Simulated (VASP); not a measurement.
Runs of VASP 6.6.1 on MgH2. The structure is cubic, space group Fm-3m (No. 225). The conventional cell has a = 4.762 Å, b = 4.762 Å, c = 4.762 Å, α = 90.00°, β = 90.00°, γ = 90.00°. Around Mg (site symmetry m-3m) lie 8 H at 2.06 Å. Around H (site symmetry -43m) lie 4 Mg at 2.06 Å. Measurements of this composition are mostly on another form, of space group No. 136.

```tsv
task	level	potentials or basis	cell	k mesh	cutoff (eV)	smearing	optimiser	grid for exact exchange (PRECFOCK)	exchange at q = 0	other keys	mesh quality	gap on the mesh (eV)	pressure (GPa)
relaxation of the atoms	revPBE+D4	VASP PAW PBE potentials, release 64 (Mg, H)	atoms relaxed from: atoms moved at random, drawn with an rms of 0.1 Å	10 × 10 × 10	500	tetrahedron	BFGS	-	-	-	not flagged	none	-2.5
single point	PBE	VASP PAW PBE potentials, release 64 (Mg_GW, H_GW)	as given	5 × 5 × 5	400	gaussian 0.02 eV	-	-	-	-	coarse	none	-1.6
single point	PBE	VASP PAW PBE potentials, release 64 (Mg, H)	as given	10 × 10 × 10	520	fermi-dirac 0.05 eV	-	-	-	-	not flagged	none	-0.5
single point	PBE	VASP PAW PBE potentials, release 64 (Mg_GW, H_GW)	as given	4 × 4 × 4	500	gaussian 0.02 eV	-	-	-	-	coarse	none	(b)
optical spectrum	PBEsol0	VASP PAW PBE potentials, release 64 (Mg, H)	as given	5 × 5 × 5	520	gaussian 0.05 eV	-	Normal	truncated	PREC = High	coarse	none	-2.1
single point	PBE	VASP PAW PBE potentials, release 64 (Mg, H)	as given	10 × 10 × 10	500	gaussian 0.02 eV	-	-	-	-	not flagged	none	-0.5
single point	PBE	VASP PAW PBE potentials, release 64 (Mg_GW, H_GW)	as given	4 × 4 × 4	450	gaussian 0.02 eV	-	-	-	-	coarse	none	(a)
relaxation of cell and atoms	PBE0	VASP PAW PBE potentials, release 64 (Mg, H)	relaxed from: volume scaled by 0.92	5 × 5 × 5	600	fermi-dirac 0.02 eV	-	Normal	truncated	-	coarse	0.59	0.0
single point	PBE	VASP PAW PBE potentials, release 64 (Mg, H)	atoms moved at random, drawn with an rms of 0.05 Å	10 × 10 × 10	520	fermi-dirac 0.05 eV	-	-	-	-	not flagged	none	0.0
single point	PBE	VASP PAW PBE potentials, release 64 (Mg_GW, H_GW)	as given	5 × 5 × 5	500	gaussian 0.02 eV	-	-	-	-	coarse	none	-0.9
```

Alike in all rows: no spin polarisation.

Fill in the values left out.

(a) -1.4; (b) -1.1.

Caveats: some runs use coarse meshes; the PAW data sets were made with another functional, which shifts forces and pressure a little (some runs); pairwise dispersion overbinds metals, which lowers pressure and volume (some runs); tetrahedron occupations give inexact forces and stress in metals (some runs); spectra need much finer meshes, so this one isn't converged (some runs); independent-particle spectra lack excitons (some runs); the intraband (Drude) part of a metal's response may be missing (some runs); an odd mesh through Γ misses points on the zone boundary, where band edges often lie (some runs).

A gap of «none» marks a metal or a gap under the smearing width.
